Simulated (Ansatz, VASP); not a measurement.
**TiAl: VASP beside Ansatz**

```
Ti Al
1.0
     3.24141    0.00000    0.00000
     0.00000    3.24141    0.00000
     0.00000    0.00000    3.24141
Ti Al
1 1
Direct
  0.00000 0.00000 0.00000
  0.50000 0.50000 0.50000
```

Change from the starting cell: volume scaled by 1.06.

Alike in both runs: task single point; functional LDA; k mesh 8 × 8 × 8; occupations fermi-dirac, width 0.05 eV; no spin polarisation.

|  | VASP | Ansatz |
| --- | --- | --- |
| version | VASP 6.6.1 | Ansatz 0.2.0 |
| potentials or method | VASP PAW LDA potentials, release 64 (Ti_sv, Al), cutoff 520 eV | all-electron LAPW, scalar-relativistic |

```csv
,VASP,Ansatz,Ansatz less VASP
gap on the k mesh at the Fermi level (eV),none,none,-
pressure (GPa),-11.0,-11.0,-0.07
```

A gap of «none» marks a metal or a gap that the smearing closes. Ansatz ran all-electron here, so the differences hold the error of VASP's frozen core and of both bases.
